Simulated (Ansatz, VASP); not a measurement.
Given: the input of a run of Ansatz 0.2.0 on Pt.

File input.yaml:

```yaml
crystal:
  lattice:
    - [2.704309688, 0.0, 0.0]
    - [-1.352154844, 2.3420008895, 0.0]
    - [0.0, 0.0, 4.6943078975]
  atoms:
    - { symbol: Pt, position: [0.3333333333, 0.6666666667, 0.25] }
    - { symbol: Pt, position: [0.6666666667, 0.3333333333, 0.75] }
kpoints:
  mp_grid: { grid: [11, 11, 6] }
scf:
  occupations: { method: fermi_dirac, width: 0.05 }
hamiltonian:
  xc: pbesol
  pseudopotentials: { kind: all_electron, lapw: { basis_error: 0.0005 } }
output:
  forces: true
  stress: true
  eigenvalues: true
```

Potentials or basis: all-electron LAPW, scalar-relativistic.

Command:

```sh
$ ansatz run input.yaml --threads 1 --pin off --max-ram 3072MiB --backend cpu --events-out ev --progress --plain --runs-dir out
```

**Question.** Set up the same calculation for VASP 6.6.1. Potentials there: VASP PAW PBE potentials, release 64 (Pt).

**Answer.** As run (the cutoff follows the program's own potentials):

Contents of INCAR:

```
  ALGO = Normal
  EDIFF = 1E-6
  ENCUT = 520
  GGA = PS
  ISIF = 2
  ISMEAR = -1
  LASPH = True
  LCHARG = False
  LREAL = False
  LWAVE = False
  NBANDS = 17
  NELM = 60
  PREC = Accurate
  SIGMA = 0.05
```

The input KPOINTS:

```
k-points
0
Gamma
  11 11 6
```

POSCAR

```
Pt
1.0
    2.7043096880      0.0000000000      0.0000000000
   -1.3521548440      2.3420008895      0.0000000000
    0.0000000000      0.0000000000      4.6943078975
Pt
2
Direct
    0.3333333333      0.6666666667      0.2500000000
    0.6666666667      0.3333333333      0.7500000000
```

Potentials or basis: VASP PAW PBE potentials, release 64 (Pt).

The run is started by

```bash
$ cat potpaw_PBE.64/Pt/POTCAR > POTCAR
$ mpirun -np 1 vasp_std > vasp.out
```

Both were run:

|  | VASP | Ansatz | Ansatz less VASP |
| --- | --- | --- | --- |
| gap on the k mesh at the Fermi level (eV) | none | none | - |
| pressure (GPa) | 5.4 | 5.7 | +0.36 |
| largest component of the traceless stress (GPa) | 2.75 | 2.61 | -0.147 |

A gap of «none» marks a metal or a gap that the smearing closes. Ansatz ran all-electron here, so the differences hold the error of VASP's frozen core and of both bases.

Caveats: the PAW data sets were made with another functional, which shifts forces and pressure a little (VASP). Spin-orbit coupling is left out, which matters for the levels of Pt.
